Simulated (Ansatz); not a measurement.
Orbital character of the bands of K₂S

```
K S
1.0
     0.00000    3.69550    3.69550
     3.69550    0.00000    3.69550
     3.69550    3.69550    0.00000
K S
2 1
Cartesian
  1.8478 1.8478 1.8478
  5.5433 5.5433 5.5433
  0.0000 0.0000 0.0000
```

Atoms are numbered in the order listed.

The cell is COD entry 1011375, as deposited and not checked against the literature; nothing was relaxed.

All numbers below come from DFT, PBEsol, all-electron LAPW, scalar-relativistic (Ansatz 0.2.0).

Sampling and basis: a Γ-centred 7×7×7 k mesh, Fermi–Dirac smearing of 0.01 eV, basis error target 0.5 meV/atom, no spin polarisation.

Weights are projections on a minimal set of Löwdin-orthogonalised atomic shells, summed over atoms of an element; the rest lies outside that basis, and weights on diffuse cation s shells are inflated where empty shells are missing from it. Energies are in eV from the valence-band top.

Points: X (0.500, 0.000, 0.500), U (0.625, 0.250, 0.625).

| state | character |
| --- | --- |
| X, -12.90 eV | ? |
| X, -12.75 eV (×2) | K 3p 99 % |
| X, -12.40 eV (×2) | K 3p 100 % |
| X, -12.37 eV | K 3p 100 % |
| X, -9.34 eV | ? |
| X, -0.77 eV | ? |
| X, 0.00 eV (×2) | S 3p 96 % |
| U, -12.87 eV | K 3p 95 %, S 3s 4 % |
| U, -12.72 eV | K 3p 98 % |
| U, -12.71 eV | K 3p 99 % |
| U, -12.45 eV | K 3p 99 % |
| U, -12.44 eV | K 3p 100 % |
| U, -12.38 eV | K 3p 100 % |
| U, -9.34 eV | ? |
| U, -0.57 eV | S 3p 80 %, K 4s 18 % |
| U, -0.21 eV | S 3p 89 %, K 4s 9 % |
| U, -0.02 eV | S 3p 96 % |

(1) Give the missing entry: row "X, -12.90 eV", column "character".

(2) Give the missing entry: row "X, -9.34 eV", column "character".

(3) Give the missing entry: row "U, -9.34 eV", column "character".

(4) Fill in "character" for the row "X, -0.77 eV".

## Answers

(1) K 3p 95 %, S 3s 5 %.

(2) S 3s 95 %, K 3p 5 %.

(3) S 3s 94 %, K 3p 5 %.

(4) S 3p 75 %, K 4s 23 %.
